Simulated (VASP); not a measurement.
LiCl: relaxation of the atoms with PBEsol+D3

LiCl:

```
CELL_PARAMETERS angstrom
0.00000 2.56477 2.56477
2.56477 0.00000 2.56477
2.56477 2.56477 0.00000
ATOMIC_POSITIONS crystal
Cl 0.49914 0.50192 0.49189
Li 0.00061 0.00252 0.99996
```

The cell isn't the ideal one: atoms moved at random, drawn with an rms of 0.02 Å.

| Property | Result |
| --- | --- |
| Program | VASP 6.6.1 |
| Task | relaxation of the atoms |
| Functional | PBEsol |
| Dispersion | D3 |
| Potentials or basis | VASP PAW PBE potentials, release 64 (Cl_h, Li_sv) |
| Cutoff | 900 eV |
| k mesh | 9 × 9 × 9 |
| Occupations | fermi-dirac, width 0.1 eV |
| Spin | no spin polarisation |
| Atoms held fixed (from 0) | [0] |
| Further INCAR settings | ALGO = Fast; EDIFF = 1e-06; IBRION = 2; EDIFFG = -0.02; NSW = 60 |

```yaml
Energy_gained_by_relaxing: 0.0 meV/atom
Ionic_steps: 2
Pressure_after_relaxing: -2.3 GPa
Band_gap_on_the_k_mesh: 6.13 eV, direct
Dispersion_energy_per_atom: -0.135 eV
```

Final structure:
```
CELL_PARAMETERS angstrom
0.00000 2.56477 2.56477
2.56477 0.00000 2.56477
2.56477 2.56477 0.00000
ATOMIC_POSITIONS crystal
Cl 0.49914 0.50192 0.49189
Li 0.00056 0.00250 0.99973
```

Levels at points of the mesh, in eV from the valence-band top:
```csv
k point,band 1,band 2,band 3,band 4,band 5,band 6,band 7,band 8,band 9
"(0.00, 0.00, 0.00)",-42.80,-13.39,0.00,0.00,0.00,6.13,11.71,11.71,11.71
```

It took 4.1 min on 1 thread of AMD EPYC 9R45 (Zen 5) (shared host), peak memory 0.37 GiB.

Caveat: the PAW data sets were made with another functional, which shifts forces and pressure a little; an odd mesh through Γ misses points on the zone boundary, where band edges often lie.
